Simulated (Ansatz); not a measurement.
Set up this calculation in Ansatz 0.2.0, as the native input.

```
Task                : single point
Functional          : PBE
Potentials or basis : Ansatz PAW
Cutoff              : 420 eV (not typed: the program's choice for these potentials)
k mesh              : 12 × 12 × 12
Occupations         : gaussian, width 0.025 eV
Spin                : no spin polarisation
```

Crystal: Pt.

```xyz
1
Lattice="0.0000 1.9609 1.9609 1.9609 0.0000 1.9609 1.9609 1.9609 0.0000" Properties=species:S:1:pos:R:3 pbc="T T T"
Pt    0.0000    0.0000    0.0000
```

The input as run:

input.yaml

```yaml
crystal:
  lattice:
    - [0.0, 1.9609, 1.9609]
    - [1.9609, 0.0, 1.9609]
    - [1.9609, 1.9609, 0.0]
  atoms:
    - { symbol: Pt, position: [0.0, 0.0, 0.0] }
hamiltonian:
  xc: pbe
  pseudopotentials: { kind: paw }
kpoints:
  mp_grid: { grid: [12, 12, 12] }
scf:
  occupations: { method: gaussian, width: 0.025 }
output:
  forces: true
  stress: true
  eigenvalues: true
  write_density: true
  write_potential: true
  elf: true
  volumetric_format: npy
```

Potentials or basis: Ansatz PAW.

Launch:

```bash
$ ansatz run input.yaml --threads 2 --pin off --max-ram 5632MiB --backend cpu --events-out ev --progress --plain --runs-dir out
```

Results of the run:

| Quantity | Value |
| --- | --- |
| Pressure | 10.2 GPa |
| Band gap on the k mesh | none (metal or under the smearing width) |

Wall time 0.64 s on 2 threads of Arm Neoverse V2 (shared host), peak memory 0.26 GiB.
